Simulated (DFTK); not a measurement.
## PbF2 (Fluorocronite) under changes of volume

One of the cells (17.354 Å³/atom); the others are scaled copies at fixed shape and fractional positions:

```
CELL_PARAMETERS angstrom
0.00000 2.96366 2.96366
2.96366 0.00000 2.96366
2.96366 2.96366 0.00000
ATOMIC_POSITIONS crystal
Pb 0.00000 0.00000 0.00000
F 0.75000 0.75000 0.75000
F 0.25000 0.25000 0.25000
```

```yaml
Program: DFTK 0.8.2
Functional: PBEsol
Potentials_or_basis: dojo.nc.sr.pbesol.v0_4_1.standard.upf (PBEsol)
Cutoff: 1143 eV
k_mesh: 8 × 8 × 8
Occupations: fermi-dirac, width 0.05 eV
Spin: no spin polarisation
```

| volume (Å³/atom) | energy over the lowest point (meV/atom) | pressure (GPa) | gap on the mesh (eV) |
| --- | --- | --- | --- |
| 16.313 | 9.71 | 4.1 | 4.29 |
| 16.660 | 2.89 | 2.2 | 4.30 |
| 17.007 | 0.00 | 0.5 | 4.31 |
| 17.354 | 0.61 | -1.0 | 4.32 |
| 17.701 | ? | ? | ? |
| 18.048 | 10.79 | -3.6 | 4.32 |
| 18.395 | 19.72 | -4.7 | 4.31 |

Question: What does the run at 17.701 Å³/atom give?

Answer: Energy over the lowest point 4.32 meV/atom; pressure -2.4 GPa; gap on the mesh 4.32 eV.

Worked out: A Birch-Murnaghan fit of order 3 (a polynomial in V^(-2/3)) to the other rows has its minimum at 17.12 Å³/atom with B0 = V·E''(V) = 77 GPa and B' = 4.8. It gives 4.32 meV/atom at 17.701 Å³/atom, against the run's 4.32, and -dE/dV = -2.4 GPa, against -2.4. A parabola through the other rows of the gap, of slope -0.0113 eV per unit of ln V there, gives 4.32 eV, against the run's 4.32.

Energies are extrapolated to zero smearing.

Caveats: spin-orbit coupling is left out, which as a rule narrows the gap of such compounds by several tenths of an eV.

A mesh can miss the band edges.
